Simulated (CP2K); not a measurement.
The system is NiO.

```xyz
2
Lattice="3.2294 0.0000 0.0000 1.6147 2.7968 0.0000 1.6147 0.9323 2.6368" Properties=species:S:1:pos:R:3 pbc="T T T"
Ni    0.0000    0.0000    0.0000
O     1.6147    0.9323    0.6592
```

Measurements of this composition are mostly on another form, of space group No. 225.

Base run:

| Property | Result |
| --- | --- |
| Program | CP2K 2026.2 |
| Functional | PBEsol |
| Potentials or basis | GTH_POTENTIALS Ni GTH-PBE-q18; POTENTIAL_UZH O GTH-PBE-q6; TZVP-MOLOPT-SR-GTH, TZVP-MOLOPT-PBE-GTH basis |
| Density cutoff | 13606 eV |
| k mesh | 10 × 10 × 10 |
| Occupations | fermi-dirac, width 0.05 eV |
| Spin | collinear spin, ferromagnetic start |
| Starting moments | [2.0, 0.0] μB |

Its results: pressure -13.2 GPa; site moments Ni +1.54; O +0.46 μB.

Question: After a change of settings the same cell gave: pressure -11.6 GPa; site moments Ni +1.59; O +0.41 μB. Which change was it?
A. functional from PBEsol to LDA
B. functional from PBEsol to PW91
C. functional from PBEsol to r2SCAN
D. functional from PBEsol to PBE

Answer: C.

Caveats: the potentials were made for another functional, which shifts forces and pressure; the basis of atomic orbitals isn't converged, which shifts pressures, moduli and gaps; the total moment is fixed, so each spin has its own Fermi level; a cell with one magnetic atom can't hold antiferromagnetic order, which such compounds often take.
